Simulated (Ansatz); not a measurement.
# W2NCl2 MXene bilayer (AA) in a perpendicular field, part 3 of 3

Wanted: the out-of-plane response of the W2NCl2 MXene bilayer (AA). A positive field points along +c.

Ansatz 0.2.0; plane-wave DFT, PBE-D3(BJ), Ansatz PAW (the session's first sound run).

So far. Step 8 (Single point, field 0.3 V/Å): The dipole is 0.223 e·Å. Step 9 (Response, atoms held): The induced dipole is that of a conductor 18.17 Å thick.

**10. Field on, atoms free, field 0.1 V/Å**

This step: plane-wave DFT, PBE-D3(BJ), Ansatz PAW (Ansatz 0.2.0).

Now the atoms may follow the field. A weak field makes forces of meV/Å to tens of meV/Å, so the force tolerance is set well below the usual one.

input.yaml reads:

```yaml
crystal:
  lattice:
    - [2.9211785407, 0.0, 0.0]
    - [-1.4605892704, 2.5298148252, 0.0]
    - [0.0, 0.0, 34.2792512996]
  atoms:
    - { symbol: Cl, position: [0.3333333333, 0.6666666667, 0.2625494916] }
    - { symbol: W, position: [0.6666666667, 0.3333333333, 0.3170937518] }
    - { symbol: "N", position: [0.0, 0.0, 0.3588344895] }
    - { symbol: W, position: [0.3333333333, 0.6666666667, 0.4006016944] }
    - { symbol: Cl, position: [0.6666666667, 0.3333333333, 0.4550213654] }
    - { symbol: Cl, position: [0.3333333333, 0.6666666667, 0.5449786346] }
    - { symbol: W, position: [0.6666666667, 0.3333333333, 0.5993983056] }
    - { symbol: "N", position: [0.0, 0.0, 0.6411655105] }
    - { symbol: W, position: [0.3333333333, 0.6666666667, 0.6829062482] }
    - { symbol: Cl, position: [0.6666666667, 0.3333333333, 0.7374505084] }
kpoints:
  mp_grid: { grid: [12, 12, 1] }
hamiltonian:
  xc: pbe
  dispersion: d3bj
scf:
  occupations: { method: fermi_dirac, width: 0.02585 }
  convergence: { dr2_threshold: 1.0e-10 }
efield:
  axis: 3
  dipole_correction: true
  ramp_position: 0.9627
  ramp_width: 0.0747
  amplitude: 0.1
relax:
  f_tol: 0.001
  max_steps: 60
output:
  write_potential: true
  write_density: true
  volumetric_format: npy
```

Started as:

```console
$ ansatz run input.yaml --threads 4 --pin off --max-ram 12288MiB --backend cpu --events-out ev --progress --plain --runs-dir out
```

Numbers of over 12 decimals in the logs are rounded to 6 here.

The program printed:

```text
[...]
Crystal: 10 atoms, lattice volume = 253.325 Å³
Basis set: ecut = 420 eV, 4891 PW (Γ), exchange–correlation on 40×40×480 points (8 copies of the dense FFT grid, shifted against one another)
Bands: 57, of which v1, the nominal top of the filled ones, is band 47 counted from 1 (46 counted from 0)
Symmetry: 6 space group operations
k-points: 19 of 144 (time reversal used)
[...]
SCF iter   1: F=—  HF=-46633.014317 eV  |F-HF|=—  |Δ(HF+E_count)|=         —  Δρ=7.11e-2  dr2=2.28e1  ethr=3.10e-3  p=0.075 e·Å  D=5.35e-2 V/Å  ΔV_dip=-1.84 eV  dr2_dipole=2.27e-4  V_vac-E_F(+/−)=6.29/5.01 eV  ⟨swp⟩=8.5  Hψ=5025  notcnv=0  defer=1
[...]
SCF iter  12: F=-46628.752688 eV  HF=-46628.752688 eV  |F-HF|=1.89e-10  |Δ(HF+E_count)|=   2.81e-9  Δρ=1.03e-7  dr2=2.52e-11  ethr=1.00e-12  p=0.074 e·Å  D=5.31e-2 V/Å  ΔV_dip=-1.82 eV  dr2_dipole=1.26e-13  V_vac-E_F(+/−)=4.49/3.21 eV  ⟨swp⟩=8.9  Hψ=6761  notcnv=0
SCF 1 converged in 12 iterations: F = -46628.752688 eV  dr2 = 2.52e-11
[...]
relax step   1: F+E_penalty+E_count = -46628.75268844 eV  Δ(F+E_penalty+E_count) = +0.000e0 eV  max|allowed force component| = 2.383e-2 eV/Å  Δτ_max = 0.0000 Å  (12 SCF iters, accepted)
[...]
SCF iter   7: F=-46628.752725 eV  HF=-46628.752725 eV  |F-HF|=1.33e-9  |Δ(HF+E_count)|=   5.90e-9  Δρ=2.16e-7  dr2=6.37e-11  ethr=1.00e-12  p=0.075 e·Å  D=5.35e-2 V/Å  ΔV_dip=-1.83 eV  dr2_dipole=2.89e-12  V_vac-E_F(+/−)=4.49/3.21 eV  ⟨swp⟩=7.9  Hψ=8015  notcnv=0
SCF 2 converged in 7 iterations: F = -46628.752725 eV  dr2 = 6.37e-11
relax step   2: F+E_penalty+E_count = -46628.75272487 eV  Δ(F+E_penalty+E_count) = -3.643e-5 eV  max|allowed force component| = 5.678e-3 eV/Å  Δτ_max = 0.0032 Å  (7 SCF iters, accepted)
SCF iter   1: F=—  HF=-46628.752572 eV  |F-HF|=—  |Δ(HF+E_count)|=         —  Δρ=2.87e-4  dr2=4.10e-4  ethr=1.22e-5  p=0.075 e·Å  D=5.35e-2 V/Å  ΔV_dip=-1.83 eV  dr2_dipole=1.29e-5  V_vac-E_F(+/−)=4.49/3.22 eV  ⟨swp⟩=2.0  Hψ=1842  notcnv=0  defer=57
[...]
SCF iter   7: F=-46628.752731 eV  HF=-46628.752731 eV  |F-HF|=1.75e-10  |Δ(HF+E_count)|=   1.86e-9  Δρ=1.28e-7  dr2=5.45e-11  ethr=1.00e-12  p=0.075 e·Å  D=5.35e-2 V/Å  ΔV_dip=-1.84 eV  dr2_dipole=8.31e-15  V_vac-E_F(+/−)=4.49/3.22 eV  ⟨swp⟩=8.9  Hψ=6998  notcnv=0
SCF 3 converged in 7 iterations: F = -46628.752731 eV  dr2 = 5.45e-11
relax step   3: F+E_penalty+E_count = -46628.75273105 eV  Δ(F+E_penalty+E_count) = -6.186e-6 eV  max|allowed force component| = 2.765e-3 eV/Å  Δτ_max = 0.0027 Å  (7 SCF iters, accepted)
[...]
relax step   4: F+E_penalty+E_count = -46628.75273165 eV  Δ(F+E_penalty+E_count) = -6.023e-7 eV  max|allowed force component| = 1.659e-3 eV/Å  Δτ_max = 0.0006 Å  (6 SCF iters, accepted)
SCF iter   1: F=—  HF=-46628.752728 eV  |F-HF|=—  |Δ(HF+E_count)|=         —  Δρ=1.42e-5  dr2=9.95e-7  ethr=8.59e-9  p=0.075 e·Å  D=5.35e-2 V/Å  ΔV_dip=-1.83 eV  dr2_dipole=2.35e-7  V_vac-E_F(+/−)=4.49/3.22 eV  ⟨swp⟩=2.0  Hψ=1907  notcnv=0  defer=56
[...]
SCF iter   5: F=-46628.752732 eV  HF=-46628.752732 eV  |F-HF|=1.67e-10  |Δ(HF+E_count)|=  5.82e-11  Δρ=7.21e-8  dr2=1.87e-11  ethr=1.00e-12  p=0.075 e·Å  D=5.35e-2 V/Å  ΔV_dip=-1.83 eV  dr2_dipole=7.47e-14  V_vac-E_F(+/−)=4.49/3.22 eV  ⟨swp⟩=8.2  Hψ=6565  notcnv=0
SCF 5 converged in 5 iterations: F = -46628.752732 eV  dr2 = 1.87e-11
relax step   5: F+E_penalty+E_count = -46628.75273178 eV  Δ(F+E_penalty+E_count) = -1.249e-7 eV  max|allowed force component| = 5.528e-4 eV/Å  Δτ_max = 0.0002 Å  (5 SCF iters, accepted)
[...]
the band table was solved once a step of the walk had ended and its energy, with any forces and stress, was formed, with the checks that follow a solve (6192 applications of the Hamiltonian). They found nothing against the state; the energy, forces and stress were not computed again (output.eigenvalues in the input reference)
[...]
SCF converged after 5 iterations
Free energy (F): -46628.752732 eV
[...]
Internal energy: -46628.744195 eV  (E = F + TS)
E sigma→0 (E₀):  -46628.748464 eV
Entropy (-TS):   -0.008536 eV (-0.854 meV/atom)
Fermi energy:    7.242593 eV
Dipole field:    D = 0.053529 V/Å  (p = 0.074938 e·Å, saw-weighted, corrected)
Work function:   not extracted (applied field tilts the vacuum); planar V_es + V_field profile in the machine report
[...]
--- Forces (eV/Å), atoms counted from 1 ---
  atom   1  Cl    -0.00000000    -0.00000000    -0.00006989
  atom   2  W      0.00000000     0.00000000     0.00021016
  atom   3  N     -0.00000000    -0.00000000    -0.00053211
  atom   4  W     -0.00000000    -0.00000000     0.00055269
  atom   5  Cl     0.00000000     0.00000000    -0.00019460
  atom   6  Cl    -0.00000000    -0.00000000    -0.00009471
  atom   7  W      0.00000000     0.00000000     0.00029919
  atom   8  N      0.00000000     0.00000000    -0.00041308
  atom   9  W     -0.00000000    -0.00000000     0.00024711
  atom  10  Cl     0.00000000     0.00000000    -0.00000564
  max |Σ_I F_I| component: 8.65e-7 eV/Å
--- Band table (eV; the first three rows and the last of 19) ---
  k-point 0: bands = [... 43 lower, 6.0750, 6.0852, 6.0852, 6.0963, 6.1276, 7.1470, 7.1470, 7.1511, ... 6 higher]
  k-point 1: bands = [... 43 lower, 5.7291, 6.2252, 6.2365, 6.3250, 6.3568, 7.0220, 7.0282, 7.3105, ... 6 higher]
  k-point 2: bands = [... 43 lower, 5.1532, 6.4291, 6.4664, 6.6512, 6.6879, 6.6965, 6.7254, 7.6633, ... 6 higher]
  k-point 18: bands = [... 43 lower, 6.5853, 6.7566, 6.7567, 6.7895, 6.7897, 8.5515, 8.5516, 8.6055, ... 6 higher]
--- Relaxed structure (5 steps of the walk, 5 accepted, 0 SCFs on fresh bases) ---
  F+E_penalty+E_count = -46628.75273178 eV   max|allowed force component| = 5.528e-4 eV/Å
  atoms:
    - { symbol: Cl, position: [0.333333, 0.666667, 0.262504] }
    - { symbol: W, position: [0.666667, 0.333333, 0.317111] }
    - { symbol: N, position: [0, 0, 0.358830] }
    - { symbol: W, position: [0.333333, 0.666667, 0.400611] }
    - { symbol: Cl, position: [0.666667, 0.333333, 0.455055] }
    - { symbol: Cl, position: [0.333333, 0.666667, 0.544950] }
    - { symbol: W, position: [0.666667, 0.333333, 0.599392] }
    - { symbol: N, position: [0, 0, 0.641168] }
    - { symbol: W, position: [0.333333, 0.666667, 0.682934] }
    - { symbol: Cl, position: [0.666667, 0.333333, 0.737446] }
```

Wall time 29 s (4 threads of AMD EPYC 9R14 (Zen 4), shared host); peak memory 0.79 GiB; 1.7 min of CPU time.

No atom moved by 0.005 Å in the relaxation.

This step gave:

| Quantity | Value |
| --- | --- |
| energy at zero smearing | -46628.7485 eV |
| dipole along the normal | 0.07494 e·Å |

The relaxation took 5 steps and lowered the energy by 4.3e-5 eV; the largest force on the free atoms ends at 5.5e-4 eV/Å.

The dipole is 0.0749 e·Å.

**11. Relaxing in the field, field -0.1 V/Å**

The opposite sign, again from the field-free geometry; the difference of the two cancels what relaxes without a field.

input.yaml, as its differences from that of step 10:

```diff
@@ -29,3 +29,3 @@
   ramp_width: 0.0747
-  amplitude: 0.1
+  amplitude: -0.1
 relax:
```

The program printed:

```text
[...]
Crystal: 10 atoms, lattice volume = 253.325 Å³
Basis set: ecut = 420 eV, 4891 PW (Γ), exchange–correlation on 40×40×480 points (8 copies of the dense FFT grid, shifted against one another)
Bands: 57, of which v1, the nominal top of the filled ones, is band 47 counted from 1 (46 counted from 0)
Symmetry: 6 space group operations
k-points: 19 of 144 (time reversal used)
[...]
- { symbol: N, position: [0, 0, 0.358832] }
    - { symbol: W, position: [0.333333, 0.666667, 0.400608] }
    - { symbol: Cl, position: [0.666667, 0.333333, 0.455050] }
    - { symbol: Cl, position: [0.333333, 0.666667, 0.544945] }
    - { symbol: W, position: [0.666667, 0.333333, 0.599389] }
    - { symbol: N, position: [0, 0, 0.641170] }
    - { symbol: W, position: [0.333333, 0.666667, 0.682889] }
    - { symbol: Cl, position: [0.666667, 0.333333, 0.737496] }
[key lines of the parts left out:]
SCF converged after 5 iterations
Free energy (F): -46628.752732 eV
Fermi energy:    7.242753 eV
Dipole field:    D = -0.053529 V/Å  (p = -0.074938 e·Å, saw-weighted, corrected)
```

It took 29 s on 4 threads; peak memory 0.78 GiB; 1.7 min of CPU time.

No atom moved by 0.005 Å in the relaxation.

Numbers from this step:

```
dipole along the normal : -0.07494 e·Å
```

The relaxation took 5 steps and lowered the energy by 4.3e-5 eV; the largest force on the free atoms ends at 5.5e-4 eV/Å.

The dipole is -0.0749 e·Å.

**12. Response, atoms relaxed**

This step: plane-wave DFT, PBE-D3(BJ), Ansatz PAW; response to a field along the normal, atoms relaxed (Ansatz 0.2.0).

The same analysis on the two relaxed runs holds the ionic part too; their mesh is coarser, so small differences from the held value can come from that.

Numbers from this step:

| Quantity | Value |
| --- | --- |
| equivalent conductor thickness p/(ε₀AE) | 18.35 Å |

The dipole of the cell by applied field:

```tsv
applied field (V/Å)	dipole of the cell (e·Å)
-0.1000	-0.0749
0.1000	0.0749
```

Local field over the applied field, running mean. From the potentials at -0.1 and 0.1 V/Å; running mean over 2.5 Å. The local field over applied field by z:

```tsv
z (Å)	local field over applied field
4.5	0.999
5.0	0.997
5.5	0.991
6.0	0.973
6.5	0.922
7.0	0.780
7.5	0.644
8.0	0.549
8.5	0.402
9.0	0.260
9.5	0.144
10.0	-0.00950
10.5	-0.116
11.0	-0.109
11.5	-0.101
12.0	-0.0375
12.5	0.0534
13.0	0.0602
13.5	0.0220
14.0	0.00966
14.5	-0.00285
15.0	-0.00624
15.5	0.00239
16.0	-6.6e-4
16.5	-9.9e-4
17.0	0.00931
17.5	0.00592
18.0	-0.00380
18.5	0.00236
19.0	-5.0e-4
19.5	-0.00677
20.0	0.00217
20.5	0.0157
21.0	0.0309
21.5	0.0736
22.0	0.0167
22.5	-0.0747
23.0	-0.100
23.5	-0.122
24.0	-0.0903
24.5	0.0690
25.0	0.188
25.5	0.313
26.0	0.480
26.5	0.593
27.0	0.690
27.5	0.859
28.0	0.951
28.5	0.983
29.0	0.994
29.5	0.998
```

Electrons, planar mean, per unit field. Table of induced electron density by z:

```tsv
z (Å)	induced electron density (e/Å³ per V/Å)
5	1.4e-5
6	1.2e-4
7	9.7e-4
8	0.00731
9	0.00136
10	-0.0117
11	0.00495
12	0.00306
13	-7.5e-4
14	5.8e-4
15	-6.4e-4
16	4.7e-4
17	5.8e-5
18	-7.1e-4
19	2.6e-4
20	-6.6e-4
21	7.1e-4
22	-0.00109
23	-0.0150
24	0.0165
25	0.00271
26	-0.0105
27	-0.00174
28	-2.1e-4
29	-2.6e-5
```

The induced dipole is that of a conductor 18.35 Å thick.

**13. A changed input: basis.ecutwfc = "400 eV" and hamiltonian.xc = "rpbe"**

This step: plane-wave DFT, PBE-D3(BJ), Ansatz PAW, but for the change named below (Ansatz 0.2.0).

A run with a changed input: it repeats the earlier run at 0.05 V/Å with basis.ecutwfc to 400 eV and hamiltonian.xc from pbe to rpbe.

input.yaml, as its differences from that of step 11:

```diff
@@ -17,5 +17,8 @@
 kpoints:
-  mp_grid: { grid: [12, 12, 1] }
+  mp_grid: { grid: [18, 18, 1] }
+  band_path:
+    path: [[0, 0, 0], [0.5, 0, 0], [0.33333333, 0.33333333, 0], [0, 0, 0]]
+    npoints: 16
 hamiltonian:
-  xc: pbe
+  xc: rpbe
   dispersion: d3bj
@@ -27,8 +30,5 @@
   dipole_correction: true
-  ramp_position: 0.9627
-  ramp_width: 0.0747
-  amplitude: -0.1
-relax:
-  f_tol: 0.001
-  max_steps: 60
+  ramp_position: 0.97
+  ramp_width: 0.06
+  amplitude: 0.05
 output:
@@ -37 +37,3 @@
   volumetric_format: npy
+basis:
+  ecutwfc: "400 eV"
```

The program printed:

```text
Warning: basis.ecutwfc = 400 eV is below the records' recommended 420 eV, and the density's cutoff is lower with it unless basis.ecutrho_ratio is high enough to keep the records' density cutoff: compare with a run at a higher cutoff
[...]
Crystal: 10 atoms, lattice volume = 253.325 Å³
Basis set: ecut = 400 eV, 4623 PW (Γ)
Bands: 57, of which v1, the nominal top of the filled ones, is band 47 counted from 1 (46 counted from 0)
Symmetry: 6 space group operations
k-points: 37 of 324 (time reversal used)
[...]
SCF iter   1: F=—  HF=-46718.694441 eV  |F-HF|=—  |Δ(HF+E_count)|=         —  Δρ=7.01e-2  dr2=2.23e1  ethr=3.10e-3  p=0.037 e·Å  D=2.68e-2 V/Å  ΔV_dip=-0.92 eV  dr2_dipole=1.39e-5  V_vac-E_F(+/−)=5.93/5.26 eV  ⟨swp⟩=8.2  Hψ=9634  notcnv=0  defer=6
[...]
SCF iter  11: F=-46714.612020 eV  HF=-46714.612020 eV  |F-HF|=1.02e-10  |Δ(HF+E_count)|=  2.18e-10  Δρ=1.38e-7  dr2=4.91e-11  ethr=1.00e-12  p=0.037 e·Å  D=2.65e-2 V/Å  ΔV_dip=-0.91 eV  dr2_dipole=1.06e-15  V_vac-E_F(+/−)=4.09/3.42 eV  ⟨swp⟩=14.3  Hψ=8524  notcnv=0
SCF 1 converged in 11 iterations: F = -46714.612020 eV  dr2 = 4.91e-11
[...]
SCF converged after 11 iterations
Free energy (F): -46714.612020 eV
[...]
Internal energy: -46714.599701 eV  (E = F + TS)
E sigma→0 (E₀):  -46714.605860 eV
Entropy (-TS):   -0.012319 eV (-1.232 meV/atom)
Fermi energy:    7.343967 eV
Dipole field:    D = 0.026491 V/Å  (p = 0.037087 e·Å, saw-weighted, corrected)
Work function:   not extracted (applied field tilts the vacuum); planar V_es + V_field profile in the machine report
[...]
--- Band table (eV; the first three rows and the last of 37) ---
  k-point 0: bands = [... 43 lower, 6.1869, 6.1969, 6.1969, 6.2172, 6.2474, 7.2677, 7.2677, 7.2698, ... 6 higher]
  k-point 1: bands = [... 43 lower, 6.0134, 6.2561, 6.2668, 6.3645, 6.3883, 7.2130, 7.2170, 7.3436, ... 6 higher]
  k-point 2: bands = [... 43 lower, 5.6283, 6.4527, 6.4633, 6.5036, 6.5426, 7.0320, 7.0438, 7.5317, ... 6 higher]
  k-point 36: bands = [... 43 lower, 6.7015, 6.8713, 6.8724, 6.9028, 6.9040, 8.6722, 8.6735, 8.7225, ... 6 higher]
```

Elapsed: 24 s, on 4 threads; peak memory 0.94 GiB; 92 s of CPU time.

This step gave:

```yaml
energy_at_zero_smearing: -46714.6059 eV
dipole_along_the_normal: 0.03709 e·Å
```

The electronic bands at the labelled points (eV, zero at the Fermi level):

```tsv
point	band 45	band 46	band 47	band 48	band 49	band 50	band 51	band 52
Γ	-1.15	-1.15	-1.13	-1.10	-0.08	-0.08	-0.07	-0.07
halfway	-0.91	-0.84	-0.49	-0.31	0.32	0.32	0.94	0.97
M	0.99	1.00	1.34	1.38	1.91	2.01	2.60	2.72
halfway	0.62	0.62	0.67	0.69	1.45	1.48	1.81	1.84
K	-0.47	-0.47	-0.44	-0.44	1.33	1.33	1.38	1.38
halfway	-1.38	-1.30	-0.54	-0.50	1.20	1.29	1.35	1.40
Γ	-1.15	-1.15	-1.13	-1.10	-0.08	-0.08	-0.07	-0.07
```

```tsv
quantity	this run	earlier run	difference
dipole along the normal (e·Å)	0.03709	0.03710	-1.4e-5
```

The dipole moves by under 0.5 % or 5e-5 e·Å.

Of the bands kept, 8 cross the Fermi level on this path.

**14. The same run with other settings**

This step: plane-wave DFT, PBE-D3(BJ), Ansatz PAW (Ansatz 0.2.0).

An input spoilt on purpose, to show how the run answers: it repeats the earlier run at 0.05 V/Å with kpoints.mp_grid.grid from [18, 18, 1] to [0, 18, 1], and scf.max_iter set to 60.

input.yaml, as its differences from that of step 13:

```diff
@@ -17,3 +17,3 @@
 kpoints:
-  mp_grid: { grid: [18, 18, 1] }
+  mp_grid: { grid: [0, 18, 1] }
   band_path:
@@ -22,3 +22,3 @@
 hamiltonian:
-  xc: rpbe
+  xc: pbe
   dispersion: d3bj
@@ -27,2 +27,3 @@
   convergence: { dr2_threshold: 1.0e-10 }
+  max_iter: 60
 efield:
@@ -37,3 +38 @@
   volumetric_format: npy
-basis:
-  ecutwfc: "400 eV"
```

The program printed:

```text
Error: invalid value for `kpoints.mp_grid.grid`: each dimension must be in 1..=255
```

It took 0.15 s on 4 threads; peak memory 0.093 GiB.

The input was rejected at the start.

The program's message: “Error: invalid value for `kpoints.mp_grid.grid`: each dimension must be in 1..=255”

The fault put into the input: a zero in the mesh.

**15. Summary of results**

```json
{
 "gap without field": "none",
 "work function, upper face": "3.89 eV",
 "equivalent conductor thickness, atoms held": "18.2 Å",
 "equivalent conductor thickness, atoms relaxed": "18.3 Å"
}
```

**Reading.** The induced dipole equals that of a perfect conductor 18.17 Å thick, while the outer atoms lie 16.28 Å apart. Letting the atoms follow the field adds 0.18 Å to the equivalent conductor thickness: the ionic part of the response. There is no gap over 0.03 eV, with or without the field. The first relaxation ran with spin and lost its moment, and the later runs have none; other magnetic states were not tried. Spin-orbit coupling is left out, which matters for the bands of elements this heavy. The MXene's terminations sit over the metal atoms of its far layer; the site over carbon or nitrogen, which some compounds prefer, was not run.

[Logs are printed without paths, hosts, clocks, repeated set-up lines and the standing remarks that a program may print on its own settings, such as how far it seeks lower states.]

[Hosts, paths, dates, database ids (printed as entryN), source tags and the programs' standing remarks are cut or masked in the printed files.]

[Maps of the electrostatic potential energy from Ansatz leave out the sawtooth potential of an applied field or a dipole correction, so their vacuum need not be flat; planar profiles and work functions include it.]
